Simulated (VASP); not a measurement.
Input of a VASP 6.6.1 run:

The input INCAR:

```
SYSTEM = MgO
ALGO = Fast ; EDIFF = 1E-7
ENCUT = 520 ; GGA = PS
ISIF = 2 ; ISMEAR = 0
LASPH = .True. ; LCHARG = .True.
LELF = .True. ; LREAL = .False.
LVHAR = .True. ; LWAVE = .False.
NBANDS = 16 ; NELM = 100
PREC = Accurate ; SIGMA = 0.05
```

File KPOINTS:

```
k-points
0
Gamma
  9 9 6
  0 0 0
```

Contents of POSCAR:

```
MgO
1.0
    3.3077869865      0.0000000000      0.0000000000
   -1.6538934933      2.8646275606      0.0000000000
    0.0000000000      0.0000000000      4.9828816700
Mg O
2 2
Direct
    0.3333333333      0.6666666667      0.0021597400
    0.6666666667      0.3333333333      0.5021597400
    0.3333333333      0.6666666667      0.4626463857
    0.6666666667      0.3333333333      0.9024402600
```

Potentials or basis: VASP PAW PBE potentials, release 64 (Mg, O).

Run with:

```sh
$ cat potpaw_PBE.64/Mg/POTCAR potpaw_PBE.64/O/POTCAR > POTCAR
$ mpirun -np 1 vasp_std > vasp.out
```

(1) Predict the largest force.

(2) Estimate the pressure.

Results:

(1) 2.008 eV/Å.

(2) 1.1 GPa.

Caveat: the PAW data sets were made with another functional, which shifts forces and pressure a little.
